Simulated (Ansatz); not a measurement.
Below is a relaxed structure of CdS. The cell was found from a structure generator's guess, not taken from experiment.

Computed with DFT PBE, scalar-relativistic, plane waves, PAW in Ansatz 0.2.0. Cutoff 420 eV, Γ-centred mesh, Gaussian smearing, no spin polarisation.

```
CELL_PARAMETERS angstrom
6.60373 0.00000 0.00000
-3.30187 5.71900 0.00000
0.00000 0.00000 4.00215
ATOMIC_POSITIONS crystal
Cd 0.62016 0.00000 0.66667
Cd 0.00000 0.62016 0.33333
Cd 0.37984 0.37984 0.00000
S 0.36932 0.00000 0.16667
S 0.00000 0.36932 0.83333
S 0.63068 0.63068 0.50000
```

The zero of energy is the elements' standard structures at the same level; no fitted shifts are applied.

Question: What space group does it have?

Answer: P3_221 (No. 154). Conventional cell: a = 6.604 Å, c = 4.002 Å. Cd is surrounded by 4 S at 2.56–2.60 Å; S is surrounded by 4 Cd at 2.56–2.60 Å.

Question: How far does it lie from the elements in energy?

Answer: −0.582 eV/atom. Whether it is stable depends on the other phases of the system, which aren't compared here.

Question: Is it a metal?

Answer: No, the gap on the 6×6×8 mesh is 0.98 eV.

Question: From what recipe could a structure generator have reached it?

Answer: One such recipe: 4-connected net, two elements alternating (P3_221, No. 154). Other recipes can lead to the same cell.

The last run used a 6×6×8 mesh (in the run's order of axes) for its 6-atom cell and Gaussian smearing of 0.02 eV. Kohn–Sham gaps at this level usually fall short of measured ones. The reference form of S is held partly by dispersion forces, which this level lacks. A later test with randomly moved atoms came back to the same energy, though modes that don't fit the test's cell weren't probed.
